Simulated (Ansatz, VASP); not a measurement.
Li2Se3: VASP beside Ansatz

```
CELL_PARAMETERS angstrom
4.31762 0.00000 0.00000
-2.15881 3.73917 0.00000
0.00000 0.00000 6.75979
ATOMIC_POSITIONS crystal
Li 0.33333 0.66667 0.11771
Li 0.66667 0.33333 0.88229
Se 0.00000 0.00000 0.00000
Se 0.33333 0.66667 0.55114
Se 0.66667 0.33333 0.44886
```

Alike in both runs: functional PBE; k mesh 12 × 12 × 6; occupations gaussian, width 0.1 eV; no spin polarisation.

Ansatz relaxed the structure, and its values are those at the end. VASP's run is a single point on that final structure, the one shown.

|  | VASP | Ansatz |
| --- | --- | --- |
| version | VASP 6.6.1 | Ansatz 0.2.0 |
| potentials or method | VASP PAW PBE potentials, release 64 (Li_sv, Se) | scalar-relativistic, plane waves, PAW |
| plane-wave cutoff (eV) | 520 | 420 |
| valence electrons in the cell | 24 | 54 |

|  | VASP | Ansatz | Ansatz less VASP |
| --- | --- | --- | --- |
| gap on the k mesh at the Fermi level (eV) | none | none | - |
| rms of the force components (eV/Å) | 0.003 | 0.001 | -0.0018 |

A gap of «none» marks a metal or a gap that the smearing closes. With one functional, cell and mesh, what is left measures potentials, basis and numerics. The two sets of potentials don't hold the same shells in valence.
